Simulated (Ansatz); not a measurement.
# KNbO$_{3}$: what changed settings do

The reference input for Ansatz (plane-wave DFT with PAW):

```yaml
crystal:
  lattice:
    - [4.01297268, 0.0, 0.0]
    - [0.0, 4.01297268, 0.0]
    - [0.0, 0.0, 4.11029183]
  atoms:
    - { symbol: K, position: [0.5, 0.5, 0.49995451] }
    - { symbol: Nb, position: [0.0, 0.0, 0.01491577] }
    - { symbol: O, position: [0.5, 0.0, 0.97414234] }
    - { symbol: O, position: [0.0, 0.5, 0.97414234] }
    - { symbol: O, position: [0.0, 0.0, 0.47164604] }
basis:
  ecutwfc: 420
kpoints:
  mp_grid: { grid: [4, 4, 4] }
hamiltonian:
  xc: pbe
scf:
  occupations: { method: gaussian, width: 0.1 }
output:
  forces: true
  stress: true
  eigenvalues: true
```

Command:

```bash
ansatz run input.yaml --threads 1 --pin off --max-ram 1331MiB --backend cpu --events-out ev --progress --plain --runs-dir out
```

The run converges in 7 SCF iterations on 18 irreducible k-points: pressure -0.38 GPa, largest force 0.396 eV/Å, gap on the sampled k-points 1.56 eV.

The inputs are trials, many of them unsound on purpose. Their numbers show the effect of the settings and aren't properties of the material. Each trial's input is given as a difference from the reference's; energies are extrapolated to zero smearing where there is one, and pressure is positive in compression. Charged cells sit in a uniform background, and their pressures hang on that convention.

Trial 1:

```diff
 kpoints:
-  mp_grid: { grid: [4, 4, 4] }
+  mp_grid: { grid: [3, 4, 2], shift: [0.25, 0.25, 0.25] }
 output:
-  eigenvalues: true
+  eigenvalues: false
```

The run converges in 6 SCF iterations on 24 irreducible k-points: energy 2.87 meV per atom below the reference, pressure -0.38 GPa, largest force 0.361 eV/Å. It warns that the mesh lowers the symmetry.

Trial 2 (volume scaled):

```diff
 crystal:
   lattice:
-    - [4.01297268, 0.0, 0.0]
-    - [0.0, 4.01297268, 0.0]
-    - [0.0, 0.0, 4.11029183]
+    - [4.2525411381, 0.0, 0.0]
+    - [0.0, 4.2525411381, 0.0]
+    - [0.0, 0.0, 4.3556700955]
 basis:
-  ecutwfc: 420
+  ecutwfc: "29 Ry"
 kpoints:
-  mp_grid: { grid: [4, 4, 4] }
+  mp_grid: { kspacing: 0.53 }
 scf:
-  occupations: { method: gaussian, width: 0.1 }
+  occupations: { method: fixed }
+  mixing: { algorithm: anderson, ndim: 12 }
+  max_iter: 40
```

The run converges in 7 SCF iterations on 6 irreducible k-points: energy 207 meV per atom above the reference, pressure -20.12 GPa, largest force 2.327 eV/Å, gap on the sampled k-points 1.45 eV. It warns that the cutoff lies under the recommended one, 420 eV for these potentials.

Trial 3:

```diff
 kpoints:
-  mp_grid: { grid: [4, 4, 4] }
+  mp_grid: { grid: [2, 2, 2] }
 scf:
+  eigensolver: { real_solve: false }
+  max_iter: 90
```

The run converges in 8 SCF iterations on 6 irreducible k-points: energy 127 meV per atom above the reference, pressure 0.64 GPa, largest force 3.188 eV/Å, gap on the sampled k-points 1.37 eV.

Trial 4:

```diff
 basis:
-  ecutwfc: 420
+  ecutwfc: "8 Ha"
 kpoints:
-  mp_grid: { grid: [4, 4, 4] }
+  mp_grid: { kspacing: 0.6 }
```

The run converges in 9 SCF iterations on 6 irreducible k-points: energy 2.69 eV per atom above the reference, pressure -0.13 GPa (unreliable at so low a cutoff), largest force 0.538 eV/Å (unreliable too), gap on the sampled k-points 1.90 eV. It warns that the cutoff lies under the recommended one, 420 eV for these potentials.

Trial 5:

```diff
-basis:
-  ecutwfc: 420
+basis: {}
 hamiltonian:
+  pseudopotentials: { kind: nc }
 scf:
+  mixing: { ndim: 20 }
+  initial_density: { chi_scale: 0, normalization: atom }
+  max_iter: 66
```

The run converges in 12 SCF iterations on 18 irreducible k-points: at 1240 eV, the cutoff that these potentials take when none is typed, pressure -0.42 GPa, largest force 0.388 eV/Å, gap on the sampled k-points 1.55 eV.

Trial 6:

```diff
 kpoints:
-  mp_grid: { grid: [4, 4, 4] }
+  mp_grid: { grid: [2, 2, 2], shift: [0.5, 0.5, 0] }
 hamiltonian:
-  xc: pbe
+  xc: pbesol
+  dispersion: d4
 scf:
+  eigensolver: { kind: davidson, full_accuracy: true }
+  max_iter: 91
```

The run converges in 8 SCF iterations on 2 irreducible k-points: pressure -6.77 GPa, largest force 1.369 eV/Å, gap on the sampled k-points 3.43 eV.

Trial 7:

```diff
 hamiltonian:
-  xc: pbe
+  xc: rpbe
 scf:
+  n_extra_bands: 8
```

The run converges in 7 SCF iterations on 18 irreducible k-points: pressure 3.64 GPa, largest force 0.420 eV/Å, gap on the sampled k-points 1.59 eV. Forces of RPBE on these PAW sets can be off by 10 %.

Trial 8:

```diff
 basis:
-  ecutwfc: 420
+  ecutwfc: "12 Ha"
 hamiltonian:
-  xc: pbe
+  xc: pbesol
 scf:
+  convergence: { dr2_threshold: "1e-7 eV" }
 output:
-  stress: true
+  stress: false
```

The run converges in 8 SCF iterations on 18 irreducible k-points: largest force 0.528 eV/Å, gap on the sampled k-points 1.50 eV. It warns that the cutoff lies under the recommended one, 420 eV for these potentials.

Trial 9:

```diff
+total_charge: 1
 basis:
-  ecutwfc: 420
+  ecutwfc: 290
 kpoints:
-  mp_grid: { grid: [4, 4, 4] }
+  mp_grid: { grid: [4, 4] }
 scf:
+  convergence: { dr2_threshold: "1e-7 eV" }
+  max_iter: 70
```

The program refuses the input:

```text
Error: YAML parse error: error: line 16 column 14: invalid length 2, expected an array of length 3
```

Next try, with these keys changed back:

```diff
 kpoints:
-  mp_grid: { grid: [4, 4] }
+  mp_grid: { grid: [4, 4, 4] }
```

The run converges in 11 SCF iterations on 18 irreducible k-points: pressure 10.59 GPa (with the neutralising background of the charged cell), largest force 0.234 eV/Å, no gap. It warns that the cutoff lies under the recommended one, 420 eV for these potentials; that the SCF threshold is loose for the stress.

Trial 10:

```diff
 basis:
-  ecutwfc: 420
+  ecutwfc: 500
+  ecutrho_ratio: 2
 scf:
-  occupations: { method: gaussian, width: 0.1 }
+  occupations: { method: gaussian }
+  max_iter: 56
```

The run converges in 7 SCF iterations on 18 irreducible k-points: energy 2.38 meV per atom below the reference, pressure -0.37 GPa, largest force 0.396 eV/Å, gap on the sampled k-points 1.56 eV. It warns that the density cutoff lies under the recommended one.

Trial 11:

```diff
 kpoints:
-  mp_grid: { grid: [4, 4, 4] }
+  mp_grid: { grid: [3, 3, 1], shift: [0.56, 0.5, 0.69] }
```

The run converges in 8 SCF iterations on 6 irreducible k-points: energy 255 meV per atom below the reference, pressure -3.02 GPa, largest force 1.462 eV/Å, gap on the sampled k-points 2.68 eV. It warns that the mesh lowers the symmetry.